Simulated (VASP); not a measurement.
# ZnSe (Stilleite) (F-43m) in VASP: G0W0 quasiparticle levels with PBE

Aim: the G0W0 quasiparticle levels of ZnSe (Stilleite) with PBE.

All numbers are computed with VASP 6.6.1; they aren't measurements. Logs are shortened: lines on timing, memory, paths and dates and some standing lists are left out, and cuts for length are marked.

## Step 1: The structure

Symmetry: F-43m, No. 216, cubic system. The conventional cell has a = 5.668 Å, b = 5.668 Å, c = 5.668 Å, α = 90.00°, β = 90.00°, γ = 90.00°. Se (site symmetry -43m) has 4 Zn at 2.45 Å as nearest neighbours. Zn (site symmetry -43m) has 4 Se at 2.45 Å as nearest neighbours.

## Step 2: G0W0 quasiparticle levels, PBE

Input file POSCAR:

```
ZnSe
1.0
    0.0000000000      2.8338000000      2.8338000000
    2.8338000000      0.0000000000      2.8338000000
    2.8338000000      2.8338000000      0.0000000000
Se Zn
1 1
Direct
    0.7500000000      0.7500000000      0.7500000000
    0.0000000000      0.0000000000      0.0000000000
```

Input file INCAR.step1:

```
ALGO = Normal ; EDIFF = 1E-8
ENCUT = 450 ; GGA = PE
ISMEAR = 0 ; LASPH = T
LCHARG = F ; LREAL = F
LWAVE = T ; NELM = 100
PREC = Accurate ; SIGMA = 0.01
```

Input file INCAR.step2:

```
ALGO = Exact ; EDIFF = 1E-8
ENCUT = 450 ; GGA = PE
ISMEAR = 0 ; ISTART = 1
LASPH = T ; LCHARG = F
LOPTICS = T ; LREAL = F
LWAVE = T ; NBANDS = 218
NELM = 1 ; PREC = Accurate
SIGMA = 0.01
```

Input file INCAR.step3:

```
ALGO = EVGW0 ; EDIFF = 1E-8
ENCUT = 450 ; ENCUTGW = 160
GGA = PE ; ISMEAR = 0
ISTART = 1 ; LASPH = T
LCHARG = F ; LREAL = F
LWAVE = F ; NBANDS = 218
NBANDSGW = 17 ; NELMGW = 1
NOMEGA = 50 ; PREC = Accurate
PRECFOCK = Fast ; SIGMA = 0.01
```

Input file KPOINTS:

```
k-points
0
Gamma
  4 4 4
```

Potentials or basis: VASP PAW PBE potentials, release 64 (Se_GW, Zn_GW).

Started as:

```bash
> cat potpaw_PBE.64/Se_GW/POTCAR potpaw_PBE.64/Zn_GW/POTCAR > POTCAR
> cp INCAR.step1 INCAR
> mpirun -np 1 vasp_std > vasp.out
> cp INCAR.step2 INCAR
> mpirun -np 1 vasp_std > vasp.out
> cp INCAR.step3 INCAR
> mpirun -np 1 vasp_std > vasp.out
```

OUTCAR:

```text
EDIFF = 1E-8
   ENCUT = 450
   ENCUTGW = 160
   GGA = PE
   ISMEAR = 0
   ISTART = 1
   LASPH = T
   LREAL = F
   NELMGW = 1
   PREC = Accurate
   PRECFOCK = Fast

 ion  position               nearest neighbor table
   1  0.750  0.750  0.750-   2 2.45   2 2.45   2 2.45   2 2.45
   2  0.000  0.000  0.000-   1 2.45   1 2.45   1 2.45   1 2.45

  LATTYP: Found a face centered cubic cell.
 ALAT       =     5.6676000000

  Lattice vectors:

 A1 = (   0.0000000000,   2.8338000000,   2.8338000000)
 A2 = (   2.8338000000,   0.0000000000,   2.8338000000)
 A3 = (   2.8338000000,   2.8338000000,   0.0000000000)

Analysis of symmetry for initial positions (statically):
=====================================================================
 Subroutine PRICEL returns:
 Original cell was already a primitive cell.

 Routine SETGRP: Setting up the symmetry group for a
 face centered cubic supercell.

 Subroutine GETGRP returns: Found 24 space group operations
 (whereof 24 operations were pure point group operations)
 out of a pool of 48 trial point group operations.

The static configuration has the point symmetry T_d .

Analysis of symmetry for dynamics (positions and initial velocities):
=====================================================================
 Subroutine PRICEL returns:
 Original cell was already a primitive cell.

 Routine SETGRP: Setting up the symmetry group for a
 face centered cubic supercell.

 Subroutine GETGRP returns: Found 24 space group operations
 (whereof 24 operations were pure point group operations)
 out of a pool of 48 trial point group operations.

The dynamic configuration has the point symmetry T_d .

 Subroutine INISYM returns: Found 24 space group operations
 (whereof 24 operations are pure point group operations),
 and found     1 'primitive' translations

----------------------------------------------------------------------------------------

                                     Primitive cell

  volume of cell :      45.5132

  direct lattice vectors                    reciprocal lattice vectors
     0.000000000  2.833800000  2.833800000    -0.176441527  0.176441527  0.176441527
     2.833800000  0.000000000  2.833800000     0.176441527 -0.176441527  0.176441527
[... 45 lines left out ...]
  0.250000  0.250000  0.000000      6.000000
  0.500000  0.250000  0.000000     24.000000
 -0.250000  0.250000  0.000000     12.000000
  0.500000  0.500000  0.000000      3.000000
 -0.250000  0.500000  0.250000      6.000000
   k-points           NKPTS =      8   k-points in BZ     NKDIM =     64   number of bands    NBANDS=    218
   number of dos      NEDOS =    301   number of ions     NIONS =      2
   total plane-waves  NPLWV =  21952
   dimension x,y,z NGX =    28 NGY =   28 NGZ =   28
   dimension x,y,z NGXF=    56 NGYF=   56 NGZF=   56
   ions per type =               1   1
   NGX,Y,Z   is equivalent  to a cutoff of  11.62, 11.62, 11.62 a.u.
   NGXF,Y,Z  is equivalent  to a cutoff of  23.23, 23.23, 23.23 a.u.
 SYSTEM =  unknown system
   PREC   = accura    normal or accurate (medium, high low for compatibility)
   ISTART =      1    job   : 0-new  1-cont  2-samecut
   ICHARG =      0    charge: 1-file 2-atom 10-const
   ISPIN  =      1    spin polarized calculation?
   LNONCOLLINEAR =      F non collinear calculations
   LSORBIT =      F    spin-orbit coupling
   LASPH  =      T    aspherical Exc in radial PAW
   ENCUT  =  450.0 eV  33.07 Ry    5.75 a.u.   6.93  6.93  6.93*2*pi/ulx,y,z
   NELM   =     60;   NELMIN=  2; NELMDL=  0     # of ELM steps
   EDIFF  = 0.1E-07   stopping-criterion for ELM
   LREAL  =      F    real-space projection
   EDIFFG = 0.1E-06   stopping-criterion for IOM
   NSW    =      0    number of steps for IOM
   IBRION =     -1    ionic relax: 0-MD 1-quasi-New 2-CG
   NFREE  =      0    steps in history (QN), initial steepest desc. (CG)
   ISIF   =      0    stress and relaxation
   ISYM   =      3    0-nonsym 1-usesym 2-fastsym
   POTIM  = 0.5000    time-step for ionic-motion
   TEBEG  =    0.0;   TEEND  =   0.0 temperature during run
   PSTRESS=    0.0 pullay stress
   NELECT =      18.0000    total number of electrons
   NUPDOWN=      -1.0000    fix difference up-down
   EMIN   =  10.00;   EMAX   =-10.00  energy-range for DOS
   EFERMI =   0.00;   METHOD = LEGACY
   ISMEAR =     0;   SIGMA  =   0.01  broadening in eV -4-tet -1-fermi 0-gaus
   EFERMI_NEDOS =   21; number of points for ismear=-14 and -15
   IALGO  =     38    algorithm
   IMIX   =      4    mixing-type and parameters
     AMIX     =   0.40;   BMIX     =  1.00
     AMIX_MAG =   1.60;   BMIX_MAG =  1.00
  volume/ion in A,a.u.               =      22.76       153.57
  Fermi-wavevector in a.u.,A,eV,Ry     =   1.201673  2.270834 19.647073  1.444019
  Thomas-Fermi vector in A             =   2.337476
   LORBIT       =      0    0 simple, 1 ext, 2 COOP (PROOUT), +10 PAW based schemes
   GGA     = PE    functional components
   LHFCALC =     T    Hartree Fock is set to
   PRECFOCK=fast      Normal, Fast or Accurate (Low or Medium for compatibility)
   ENCUT4O =  -1.0   cutoff for four orbital integrals eV
   NKREDX  =     1    reduce k-point grid by
   NKREDY  =     1    reduce k-point grid by
   NKREDZ  =     1    reduce k-point grid by
   AEXX    =    1.0000 exact exchange contribution
   HFSCREEN=    0.0000 screening length (either q_TF or 0.3 A-1)
   HFSCREENC=   0.0000 screening length for correlation (either q_TF or 0.3 A-1)
   ENCUTFOCK=  -1.0 apply spherical cutoff to Coloumb kernel
   IVDW    =     0    specifies the selected vdW correction
   LEPSILON=     F    determine dielectric tensor
   LRPA    =     F    only Hartree local field effects (RPA)
   LRPAFORCE           =     F    calculate RPA forces
   ENCUTGW             = 160.0    cutoff for response function in eV
   ENCUTGWSOFT         = 128.0    soft cutoff for Coulomb kernel in GW response function in eV
   ENCUTLF             =  -1.0    cutoff for local field effects
   NELMGW              =     1    number of iterations in solving QP/BSE equation
   NELMHF              =     1    number of iterations in the inner HF iteration
   NKREDLFX            =     1    NKREDLFY  =   1   NKREDLFZ  =   1
 non-spin polarized calculation
 Gauss-broadening in eV      SIGMA  =   0.01
  energy-cutoff  :      450.00
  volume of cell :       45.51
 maximum number of plane-waves:       992
  NGX = 16; NGY = 16; NGZ = 16
   NGX = 13   NGY = 13   NGZ = 13
 maximum number of plane-waves:       222

 QP shifts <psi_nk| G(iteration)W_0 |psi_nk>: iteration 1
 for sc-GW calculations column KS-energies equals QP-energies in previous step
 and V_xc(KS)=  KS-energies - (<T + V_ion + V_H > + <T+V_H+V_ion>^1  + <V_x>^1)

 k-point   1 :       0.0000    0.0000    0.0000
  band No.  KS-energies  QP-energies   sigma(KS)   V_xc(KS)     V^pw_x(r,r')   Z            occupation Imag(sigma)

      1     -10.5789     -11.1444     -13.1939     -12.3136     -19.8450       0.6424       2.0000       1.0184
      2      -3.8940      -5.4448     -22.0124     -19.6867     -30.8350       0.6668       2.0000       0.1758
      3      -3.8940      -5.4448     -22.0124     -19.6867     -30.8350       0.6668       2.0000       0.1758
      4      -3.8940      -5.4448     -22.0124     -19.6867     -30.8350       0.6668       2.0000       0.1758
      5      -3.5273      -5.1469     -22.9148     -20.4991     -32.0202       0.6704       2.0000       0.1586
      6      -3.5273      -5.1469     -22.9148     -20.4991     -32.0202       0.6704       2.0000       0.1586
[... 143 lines left out ...]
      3      -3.6886      -5.2793     -22.6033     -20.2318     -31.6546       0.6708       2.0000       0.1730
      4      -3.5594      -5.1423     -22.4657     -20.1022     -31.3707       0.6698       2.0000       0.1626
      5      -3.5568      -5.1700     -22.8922     -20.4890     -32.0349       0.6713       2.0000       0.1664
      6      -3.2263      -4.8178     -22.9231     -20.5710     -31.9616       0.6766       2.0000       0.1694
[... 9 lines left out ...]
     16      16.7397      16.7108      -9.2350      -9.1964      -3.4280       0.7484       0.0000      -0.5329
     17      17.2814      17.5161      -9.9742     -10.2910      -3.9161       0.7410       0.0000      -0.5409
```

OUTCAR.step2:

```text
EDIFF = 1E-8
   ENCUT = 450
   GGA = PE
   ISMEAR = 0
[... 729 lines left out ...]
  --------------------------------------------------------------------------------------------------------------
     0.00000    15.42376    15.42376    15.42376     0.00000    -0.00000     0.00000
     2.01451     7.88948     7.88948     7.88948     0.00000    -0.00000     0.00000
     4.02902     4.12609     4.12609     4.12609    -0.00000    -0.00000    -0.00000
     6.04353    -6.80176    -6.80176    -6.80176    -0.00000     0.00000     0.00000
     8.05805    -0.08777    -0.08777    -0.08777    -0.00000    -0.00000    -0.00000
    10.07256    -2.24153    -2.24153    -2.24153     0.00000     0.00000     0.00000
[... 92 lines left out ...]
   197.42211     0.98747     0.98747     0.98747    -0.00000     0.00000    -0.00000
   199.43662     0.98775     0.98775     0.98775    -0.00000     0.00000    -0.00000
```

Run time: 1.9 min. Hardware: 1 thread of Intel Xeon 6975P-C (Granite Rapids), shared host; peak memory 0.47 GiB.

What came out:

- Band gap on the k mesh, mean-field level: 1.27 eV, direct
- Quasiparticle gap: 2.39 eV
- Least direct quasiparticle gap: 2.39 eV

Caveat: the k mesh is coarse (spacing up to 0.48 Å⁻¹), so the values aren't converged; bands, screening cutoff and mesh are small and nothing is extrapolated, so the quasiparticle values aren't converged.
